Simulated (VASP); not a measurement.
# Li (Im-3m) in VASP: further runs

The runs below take Li through relaxation of cell and atoms, with LDA, PBE.

Program: VASP 6.6.1. These are calculated values, not measurements. Logs are shortened: lines on timing, memory, paths and dates and some standing lists are left out, and cuts for length are marked.

**1. Starting point**

Symmetry: Im-3m, No. 229, cubic system. The conventional cell has a = 3.343 Å, b = 3.343 Å, c = 3.343 Å, α = 90.00°, β = 90.00°, γ = 90.00°. Li (site symmetry m-3m) is surrounded by 8 Li at 2.90 Å.

**2. Relaxation of cell and atoms, LDA**

Input file INCAR:

```
PREC     = Accurate       # precision mode
ENCUT    = 600            # plane-wave cutoff, eV
EDIFF    = 1E-7           # SCF threshold, eV
ISMEAR   = 1              # smearing method
SIGMA    = 0.1            # smearing width, eV
LREAL    = False          # projectors in reciprocal space
LASPH    = True           # aspherical terms in the spheres
NELM     = 80             # most SCF steps
ALGO     = Normal         # electronic algorithm
ISIF     = 3              # what is computed and relaxed
LWAVE    = False          # write WAVECAR
LCHARG   = False          # write CHGCAR
GGA      = CA             # functional
IBRION   = 2              # ionic algorithm
NSW      = 90             # ionic steps
EDIFFG   = -0.005         # ionic threshold
```

Input file KPOINTS:

```
regular mesh
0
Gamma
  18 18 18
```

Input file POSCAR:

```
Li                                      
1.0
   -1.6715041902      1.6715041902      1.6715041902
    1.6715041902     -1.6715041902      1.6715041902
    1.6715041902      1.6715041902     -1.6715041902
  Li            
     1
Direct
     0.0000000000000000    0.0000000000000000    1.0000000000000000
```

Potentials or basis: VASP PAW LDA potentials, release 64 (Li_sv).

Launch:

```
$ cat potpaw_LDA.64/Li_sv/POTCAR > POTCAR
$ mpirun -np 1 vasp_std > vasp.out
```

OUTCAR:

```text
PREC = Accurate
   ENCUT = 600
   EDIFF = 1E-7
   ISMEAR = 1
   LREAL = False
   LASPH = True
   NELM = 80
   ISIF = 3
   GGA = CA
   IBRION = 2
   NSW = 90
   EDIFFG = -0.005

 ion  position               nearest neighbor table
   1  0.000  0.000  0.000-

  LATTYP: Found a body centered cubic cell.
 ALAT       =     3.3430083804

  Lattice vectors:

 A1 = (  -1.6715041902,   1.6715041902,   1.6715041902)
 A2 = (   1.6715041902,  -1.6715041902,   1.6715041902)
 A3 = (   1.6715041902,   1.6715041902,  -1.6715041902)

Analysis of symmetry for initial positions (statically):
=====================================================================
 Subroutine PRICEL returns:
 Original cell was already a primitive cell.

 Routine SETGRP: Setting up the symmetry group for a
 body centered cubic supercell.

 Subroutine GETGRP returns: Found 48 space group operations
 (whereof 48 operations were pure point group operations)
 out of a pool of 48 trial point group operations.

The static configuration has the point symmetry O_h .

Analysis of symmetry for dynamics (positions and initial velocities):
=====================================================================
 Subroutine PRICEL returns:
 Original cell was already a primitive cell.

 Routine SETGRP: Setting up the symmetry group for a
 body centered cubic supercell.

 Subroutine GETGRP returns: Found 48 space group operations
 (whereof 48 operations were pure point group operations)
 out of a pool of 48 trial point group operations.

The dynamic configuration has the point symmetry O_h .

 Subroutine INISYM returns: Found 48 space group operations
 (whereof 48 operations are pure point group operations),
 and found     1 'primitive' translations

----------------------------------------------------------------------------------------

                                     Primitive cell

  volume of cell :      18.6802

  direct lattice vectors                    reciprocal lattice vectors
    -1.671504190  1.671504190  1.671504190     0.000000000  0.299131766  0.299131766
     1.671504190 -1.671504190  1.671504190     0.299131766  0.000000000  0.299131766
     1.671504190  1.671504190 -1.671504190     0.299131766  0.299131766  0.000000000

  length of vectors
     2.895130182  2.895130182  2.895130182     0.423036200  0.423036200  0.423036200

  position of ions in fractional coordinates (direct lattice)
     0.000000000  0.000000000  0.000000000

  ion indices of the primitive-cell ions
   primitive index   ion index
[... 88 lines left out ...]
   ISMEAR =     1;   SIGMA  =   0.10  broadening in eV -4-tet -1-fermi 0-gaus
   EFERMI_NEDOS =   21; number of points for ismear=-14 and -15
   IALGO  =     38    algorithm
   IMIX   =      4    mixing-type and parameters
     AMIX     =   0.40;   BMIX     =  1.00
     AMIX_MAG =   1.60;   BMIX_MAG =  1.00
  volume/ion in A,a.u.               =      18.68       126.06
  Fermi-wavevector in a.u.,A,eV,Ry     =   0.889859  1.681589 10.773756  0.791849
  Thomas-Fermi vector in A             =   2.011474
   LORBIT       =      0    0 simple, 1 ext, 2 COOP (PROOUT), +10 PAW based schemes
   GGA     = CA    functional components
   LHFCALC =     F    Hartree Fock is set to
   AEXX    =    0.0000 exact exchange contribution
   IVDW    =     0    specifies the selected vdW correction
   LEPSILON=     F    determine dielectric tensor
   LRPA    =     F    only Hartree local field effects (RPA)
 conjugate gradient relaxation of ions
 non-spin polarized calculation
 Methfessel and Paxton  Order N= 1 SIGMA  =   0.10
  energy-cutoff  :      600.00
  volume of cell :       18.68
 maximum number of plane-waves:       642
   NGX = 11   NGY = 11   NGZ = 11

--------------------------------------- Ionic step        1  -------------------------------------------

 number of electron       3.0000005 magnetization

 Free energy of the ion-electron system (eV)
  ---------------------------------------------------
  ext. energy  EPLUGINS =         0.00000000
  ---------------------------------------------------
  free energy    TOTEN  =        -2.04423656 eV

  energy without entropy =       -2.04394388  energy(sigma->0) =       -2.04413900

------------------------ aborting loop because EDIFF is reached ----------------------------------------

  FORCE on cell =-STRESS in cart. coord.  units (eV):
  Direction    XX          YY          ZZ          XY          YZ          ZX
  --------------------------------------------------------------------------------------
  -------------------------------------------------------------------------------------
  Total        0.0136286      0.0136286      0.0136286     -0.0000000      0.0000000     -0.0000000
  in kB        1.1689029      1.1689029      1.1689029     -0.0000000      0.0000000     -0.0000000
  external PRESSURE =       1.1689029 kB  Pullay stress =       0.0000000 kB
[... 57 lines left out ...]
--------------------------------------- Ionic step        3  -------------------------------------------

 number of electron       3.0000006 magnetization

 Free energy of the ion-electron system (eV)
  ---------------------------------------------------
  ext. energy  EPLUGINS =         0.00000000
  ---------------------------------------------------
  free energy    TOTEN  =        -2.04428956 eV

  energy without entropy =       -2.04399973  energy(sigma->0) =       -2.04419295

 E-fermi :   0.8259     XC(G=0):  -7.3336

 val. band max:        0.8068627091   @ k =   0.2778   0.2222   0.0000
 cond. band min:       0.8506840980   @ k =   0.3889   0.0556   0.0556
 fundamental gap:      0.0438213889
 Fermi energy:         0.8259090905

 k-point     1 :       0.0000    0.0000    0.0000
  band No.  band energies     occupation
      1     -44.6892      2.00000
      2      -2.7696      2.00000
      3      15.9403      0.00000
      4      15.9403      0.00000
      5      15.9403      0.00000
[... 177 lines left out ...]
 k-point    24 :       0.3889    0.1111    0.0000
  band No.  band energies     occupation
      1     -44.6603      2.00000
      2       0.9253     -0.04907
      3       4.8694      0.00000
      4      10.4293      0.00000
      5      12.2082      0.00000

 [... further k-points ...]

------------------------ aborting loop because EDIFF is reached ----------------------------------------

  FORCE on cell =-STRESS in cart. coord.  units (eV):
  Direction    XX          YY          ZZ          XY          YZ          ZX
  --------------------------------------------------------------------------------------
  -------------------------------------------------------------------------------------
  Total        0.0004614      0.0004614      0.0004614      0.0000000      0.0000000     -0.0000000
  in kB        0.0392751      0.0392751      0.0392751      0.0000000      0.0000000     -0.0000000
  external PRESSURE =       0.0392751 kB  Pullay stress =       0.0000000 kB
[... 16 lines left out ...]
  FREE ENERGIE OF THE ION-ELECTRON SYSTEM (eV)
  ---------------------------------------------------
  free  energy   TOTEN  =        -2.0442895594 eV

  energy  without entropy=       -2.0439997281  energy(sigma->0) =       -2.04419295

 reached required accuracy - stopping structural energy minimisation
```

Run time: 29 s. Hardware: 1 thread of Intel Xeon Platinum 8375C at 2.90GHz (Ice Lake), shared host; peak memory 0.13 GiB.

Results:

```yaml
Free_energy: -2.0443 eV
Relaxed_volume: 18.82 Å³/atom
Relaxed_cell: a = 2.902 Å, b = 2.902 Å, c = 2.902 Å, α = 109.47°, β = 109.47°, γ = 109.47°
Space_group_after_relaxing_to_0.05_Å: Im-3m (No. 229)
Energy_gained_by_relaxing: 0.1 meV/atom
Ionic_steps: 3
Pressure_after_relaxing: 0.0 GPa
Band_gap_on_the_k_mesh: none (metal or under the smearing width)
```

Final structure:
```yaml
crystal:
  lattice:
    - [-1.67568, 1.67568, 1.67568]
    - [1.67568, -1.67568, 1.67568]
    - [1.67568, 1.67568, -1.67568]
  atoms:
    - { symbol: Li, position: [0.00000, 0.00000, 0.00000] }
```

Levels at points of the mesh, in eV from the Fermi level:
| k point | band 1 | band 2 | band 3 | band 4 | band 5 |
| --- | --- | --- | --- | --- | --- |
| (0.00, 0.00, 0.00) | -45.52 | -3.60 | 15.11 | 15.11 | 15.11 |
| (0.50, 0.00, 0.00) | -45.49 | 0.20 | 3.55 | 10.72 | 12.30 |
| (0.50, 0.50, 0.50) | -45.47 | 5.69 | 5.69 | 5.69 | 8.18 |

Caveat: the cutoff is under 1.25 times the usual one of these potentials, so pressure, stress and relaxed cells hold a basis-set (Pulay) error.

**3. Relaxation of cell and atoms, PBE**

This run uses another cell than the first one, of 21.61 Å³/atom, 1.157 times its volume.

Input file INCAR:

```
SYSTEM = Li
PREC     = Accurate       ! precision mode
ENCUT    = 600            ! plane-wave cutoff, eV
EDIFF    = 1E-6           ! SCF threshold, eV
ISMEAR   = 1              ! smearing method
SIGMA    = 0.1            ! smearing width, eV
LREAL    = .False.        ! projectors in reciprocal space
LASPH    = .True.         ! aspherical terms in the spheres
NELM     = 80             ! most SCF steps
ALGO     = Normal         ! electronic algorithm
ISIF     = 3              ! what is computed and relaxed
LWAVE    = .False.        ! write WAVECAR
LCHARG   = .False.        ! write CHGCAR
GGA      = PE             ! functional
IBRION   = 2              ! ionic algorithm
NSW      = 90             ! ionic steps
EDIFFG   = -0.01          ! ionic threshold
```

Input file KPOINTS:

```
Automatic mesh
0
Gamma
  18 18 18
  0 0 0
```

Input file POSCAR:

```
Li
1.0
   -1.7546500000      1.7546500000      1.7546500000
    1.7546500000     -1.7546500000      1.7546500000
    1.7546500000      1.7546500000     -1.7546500000
Li
1
Direct
    0.0000000000      0.0000000000      0.0000000000
```

Potentials or basis: VASP PAW PBE potentials, release 64 (Li_sv).

Launch:

```
$ cat potpaw_PBE.64/Li_sv/POTCAR > POTCAR
$ mpirun -np 1 vasp_std > vasp.out
```

Run time: 29 s. Hardware: 1 thread of Intel Xeon Platinum 8488C (Sapphire Rapids), shared host; peak memory 0.14 GiB.

The run converged. Its results:

```
Free energy                            : -1.9062 eV
Relaxed volume                         : 20.03 Å³/atom
Relaxed cell                           : a = 2.963 Å, b = 2.963 Å, c = 2.963 Å, α = 109.47°, β = 109.47°, γ = 109.47°
Space group after relaxing (to 0.05 Å) : Im-3m (No. 229)
Energy gained by relaxing              : 4.8 meV/atom
Ionic steps                            : 4
Pressure after relaxing                : 0.0 GPa
Band gap on the k mesh                 : none (metal or under the smearing width)
```

Step by step:
| step | energy change (eV) | largest force (eV/Å) | pressure (GPa) | volume (Å³) |
| --- | --- | --- | --- | --- |
| 1 | 0.0000 | 0.0000 | -0.91 | 21.61 |
| 2 | -0.0020 | 0.0000 | -0.72 | 21.23 |
| 3 | -0.0047 | 0.0000 | -0.11 | 20.20 |
| 4 | -0.0048 | 0.0000 | -0.01 | 20.03 |

Final structure:
```
Li
1.0
    -1.71075    1.71075    1.71075
     1.71075   -1.71075    1.71075
     1.71075    1.71075   -1.71075
Li
1
Direct
  0.00000 0.00000 0.00000
```

Levels at points of the mesh, in eV from the Fermi level:
```csv
k point,band 1,band 2,band 3,band 4,band 5
"(0.00, 0.00, 0.00)",-46.51,-3.58,14.73,14.73,14.73
"(0.50, 0.00, 0.00)",-46.49,0.24,3.29,10.45,11.93
"(0.50, 0.50, 0.50)",-46.48,5.56,5.56,5.56,7.82
```

Caveat: the cutoff is under 1.25 times the usual one of these potentials, so pressure, stress and relaxed cells hold a basis-set (Pulay) error.

**4. Relaxation of cell and atoms, PBE**

This run uses another cell than the first one, of 20.03 Å³/atom, 1.072 times its volume.

Edit INCAR of step 3 so:

```diff
@@ -3,3 +3,3 @@
 ENCUT    = 600            ! plane-wave cutoff, eV
-EDIFF    = 1E-6           ! SCF threshold, eV
+EDIFF    = 1E-7           ! SCF threshold, eV
 ISMEAR   = 1              ! smearing method
@@ -16,2 +16,2 @@
 NSW      = 90             ! ionic steps
-EDIFFG   = -0.01          ! ionic threshold
+EDIFFG   = -0.005         ! ionic threshold
```

KPOINTS is that of step 3.

Input file POSCAR:

```
Li                                      
1.0
   -1.7107477797      1.7107477797      1.7107477797
    1.7107477797     -1.7107477797      1.7107477797
    1.7107477797      1.7107477797     -1.7107477797
  Li            
     1
Direct
     1.0000000000000000    0.0000000000000000    0.0000000000000000
```

Potentials or basis: VASP PAW PBE potentials, release 64 (Li_sv).

Launch:

```
$ cat potpaw_PBE.64/Li_sv/POTCAR > POTCAR
$ mpirun -np 1 vasp_std > vasp.out
```

OUTCAR:

```text
SYSTEM = Li
   PREC = Accurate
   ENCUT = 600
   EDIFF = 1E-7
   ISMEAR = 1
   LREAL = .False.
   LASPH = .True.
   NELM = 80
   ISIF = 3
   GGA = PE
   IBRION = 2
   NSW = 90
   EDIFFG = -0.005

 ion  position               nearest neighbor table
   1  0.000  0.000  0.000-

  LATTYP: Found a body centered cubic cell.
 ALAT       =     3.4214955594

  Lattice vectors:

 A1 = (  -1.7107477797,   1.7107477797,   1.7107477797)
 A2 = (   1.7107477797,  -1.7107477797,   1.7107477797)
 A3 = (   1.7107477797,   1.7107477797,  -1.7107477797)

Analysis of symmetry for initial positions (statically):
=====================================================================
 Subroutine PRICEL returns:
 Original cell was already a primitive cell.

 Routine SETGRP: Setting up the symmetry group for a
 body centered cubic supercell.

 Subroutine GETGRP returns: Found 48 space group operations
 (whereof 48 operations were pure point group operations)
 out of a pool of 48 trial point group operations.

The static configuration has the point symmetry O_h .

Analysis of symmetry for dynamics (positions and initial velocities):
=====================================================================
 Subroutine PRICEL returns:
 Original cell was already a primitive cell.

 Routine SETGRP: Setting up the symmetry group for a
 body centered cubic supercell.

 Subroutine GETGRP returns: Found 48 space group operations
 (whereof 48 operations were pure point group operations)
 out of a pool of 48 trial point group operations.

The dynamic configuration has the point symmetry O_h .

 Subroutine INISYM returns: Found 48 space group operations
 (whereof 48 operations are pure point group operations),
 and found     1 'primitive' translations

----------------------------------------------------------------------------------------
[... 164 lines left out ...]
      0.00000      0.00000      0.00000         0.000000      0.000000      0.000000
 -----------------------------------------------------------------------------------
    total drift:                                0.000000      0.000000      0.000000

  FREE ENERGIE OF THE ION-ELECTRON SYSTEM (eV)
  ---------------------------------------------------
  free  energy   TOTEN  =        -1.9044739400 eV

  energy  without entropy=       -1.9042207050  energy(sigma->0) =       -1.90438953

--------------------------------------- Ionic step        2  -------------------------------------------

 number of electron       3.0000003 magnetization

 Free energy of the ion-electron system (eV)
  ---------------------------------------------------
  ext. energy  EPLUGINS =         0.00000000
  ---------------------------------------------------
  free energy    TOTEN  =        -1.90447760 eV

  energy without entropy =       -1.90422450  energy(sigma->0) =       -1.90439323

 E-fermi :   0.6614     XC(G=0):  -7.0721

 val. band max:        0.6347186004   @ k =   0.2778   0.2222   0.0000
 cond. band min:       0.6869936416   @ k =   0.3333   0.1667   0.0000
 fundamental gap:      0.0522750412
 Fermi energy:         0.6613863401

 k-point     1 :       0.0000    0.0000    0.0000
  band No.  band energies     occupation
      1     -45.8504      2.00000
      2      -2.9197      2.00000
      3      15.3796      0.00000
      4      15.3796      0.00000
      5      15.3796      0.00000
[... 177 lines left out ...]
 k-point    24 :       0.3889    0.1111    0.0000
  band No.  band energies     occupation
      1     -45.8301      2.00000
      2       0.7747     -0.06797
      3       4.4787      0.00000
      4       9.9328      0.00000
      5      11.7003      0.00000

 [... further k-points ...]

------------------------ aborting loop because EDIFF is reached ----------------------------------------

  FORCE on cell =-STRESS in cart. coord.  units (eV):
  Direction    XX          YY          ZZ          XY          YZ          ZX
  --------------------------------------------------------------------------------------
  -------------------------------------------------------------------------------------
  Total        0.0039689      0.0039689      0.0039689     -0.0000000     -0.0000000     -0.0000000
  in kB        0.3172706      0.3172706      0.3172706     -0.0000000     -0.0000000     -0.0000000
  external PRESSURE =       0.3172706 kB  Pullay stress =       0.0000000 kB

 VOLUME and BASIS-vectors are now :
 -----------------------------------------------------------------------------
  energy-cutoff  :      600.00
  volume of cell :       20.04
      direct lattice vectors                 reciprocal lattice vectors
    -1.711181806  1.711181806  1.711181806     0.000000000  0.292195720  0.292195720
     1.711181806 -1.711181806  1.711181806     0.292195720  0.000000000  0.292195720
     1.711181806  1.711181806 -1.711181806     0.292195720  0.292195720  0.000000000

 POSITION                                       TOTAL-FORCE (eV/Angst)
 -----------------------------------------------------------------------------------
      0.00000      0.00000      0.00000         0.000000      0.000000      0.000000
 -----------------------------------------------------------------------------------
    total drift:                               -0.000000      0.000000     -0.000000

  FREE ENERGIE OF THE ION-ELECTRON SYSTEM (eV)
  ---------------------------------------------------
  free  energy   TOTEN  =        -1.9044776008 eV

  energy  without entropy=       -1.9042244968  energy(sigma->0) =       -1.90439323

 reached required accuracy - stopping structural energy minimisation
```

Run time: 17 s. Hardware: 1 thread of Intel Xeon Platinum 8488C (Sapphire Rapids), shared host; peak memory 0.14 GiB.

What came out:

```
Free energy                            : -1.9045 eV
Relaxed volume                         : 20.04 Å³/atom
Relaxed cell                           : a = 2.964 Å, b = 2.964 Å, c = 2.964 Å, α = 109.47°, β = 109.47°, γ = 109.47°
Space group after relaxing (to 0.05 Å) : Im-3m (No. 229)
Energy gained by relaxing              : 0.0 meV/atom
Ionic steps                            : 2
Pressure after relaxing                : 0.0 GPa
Band gap on the k mesh                 : none (metal or under the smearing width)
```

Final structure:
```xyz
1
Lattice="-1.7112 1.7112 1.7112 1.7112 -1.7112 1.7112 1.7112 1.7112 -1.7112" Properties=species:S:1:pos:R:3 pbc="T T T"
Li    0.0000    0.0000    0.0000
```

Caveat: the cutoff is under 1.25 times the usual one of these potentials, so pressure, stress and relaxed cells hold a basis-set (Pulay) error.
